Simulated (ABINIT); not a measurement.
Runs of ABINIT 10.8.3 (patched build) on AgBr. Symmetry: Fm-3m, No. 225, cubic system. The conventional cell has a = 5.740 Å, b = 5.740 Å, c = 5.740 Å, α = 90.00°, β = 90.00°, γ = 90.00°. Ag (site symmetry m-3m) has 6 Br at 2.87 Å as nearest neighbours. Br (site symmetry m-3m) is surrounded by 6 Ag at 2.87 Å. 

```csv
task,level,spin,k mesh,mesh quality,gap on the mesh (eV),pressure (GPa)
single point,PBE,off,6 × 6 × 6,not flagged,(a),(b)
single point,PBEsol,off,3 × 3 × 3,coarse,0.86,-0.7
band structure,HCTH407,"SOC, no magnetisation",8 × 8 × 8,not flagged,1.24,6.9
single point,PBE,off,3 × 3 × 3,coarse,1.02,3.2
band structure,SOGGA,"SOC, no magnetisation",8 × 8 × 8,not flagged,0.39,-2.5
```

Alike in all rows: potentials or basis JTH PAW PBE v2.0; cell as given; cutoff (eV) 463; smearing fermi-dirac 0.05 eV.

Fill in the values left out.

(a) 0.67; (b) 2.4.

Caveats: some runs use coarse meshes; the PAW data sets were made with another functional, which shifts forces and pressure a little (some runs); an odd mesh through Γ misses points on the zone boundary, where band edges often lie (some runs).

A k mesh can miss the band edges, and rows without SOC leave out spin-orbit coupling on Ag, Br.
